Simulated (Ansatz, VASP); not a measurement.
## Mg3Te in VASP and in Ansatz

File INCAR:

```
ALGO = Fast ; EDIFF = 1E-6
ENCUT = 520 ; GGA = PS
ISIF = 2 ; ISMEAR = 0
LASPH = T ; LCHARG = T
LELF = T ; LREAL = F
LVHAR = T ; LWAVE = F
NBANDS = 14 ; NELM = 100
PREC = Accurate ; SIGMA = 0.1
```

KPOINTS

```
k-points
0
Gamma
  14 14 14
```

Contents of POSCAR:

```
Mg3Te
1.0
   -2.0453993088      2.0453993088      5.1297184470
    2.0453993088     -2.0453993088      5.1297184470
    2.0453993088      2.0453993088     -5.1297184470
Mg Te
3 1
Direct
    0.5000000000      0.5000000000      0.0000000000
    0.7500000000      0.2500000000      0.5000000000
    0.2500000000      0.7500000000      0.5000000000
    0.0000000000      0.0000000000      0.0000000000
```

Input for Ansatz:

```yaml
crystal:
  lattice:
    - [-2.0453993088, 2.0453993088, 5.129718447]
    - [2.0453993088, -2.0453993088, 5.129718447]
    - [2.0453993088, 2.0453993088, -5.129718447]
  atoms:
    - { symbol: Mg, position: [0.5, 0.5, 0.0] }
    - { symbol: Mg, position: [0.75, 0.25, 0.5] }
    - { symbol: Mg, position: [0.25, 0.75, 0.5] }
    - { symbol: Te, position: [0.0, 0.0, 0.0] }
basis:
  ecutwfc: 420
kpoints:
  mp_grid: { grid: [14, 14, 14] }
hamiltonian:
  xc: pbesol
scf:
  occupations: { method: gaussian, width: 0.1 }
output:
  forces: true
  stress: true
  eigenvalues: true
```

Alike in both runs: task single point; functional PBEsol; k mesh 14 × 14 × 14; occupations gaussian, width 0.1 eV; no spin polarisation.

|  | VASP | Ansatz |
| --- | --- | --- |
| version | VASP 6.6.1 | Ansatz 0.2.0 |
| potentials or method | VASP PAW PBE potentials, release 64 (Mg, Te) | scalar-relativistic, plane waves, PAW |
| plane-wave cutoff (eV) | 520 | 420 |
| valence electrons in the cell | 12 | 46 |

Ansatz gave:

```
gap on the k mesh at the Fermi level (eV)       : none
pressure (GPa)                                  : 4.5
largest component of the traceless stress (GPa) : 1.24
```

What did VASP give for the same quantities?

gap on the k mesh at the Fermi level (eV): none; pressure (GPa): 4.6; largest component of the traceless stress (GPa): 1.29.

A gap of «none» marks a metal or a gap that the smearing closes. The two sets of potentials don't hold the same shells in valence.

Caveats: the PAW data sets were made with another functional, which shifts forces and pressure a little (VASP). Spin-orbit coupling is left out, which matters for the levels of Te.
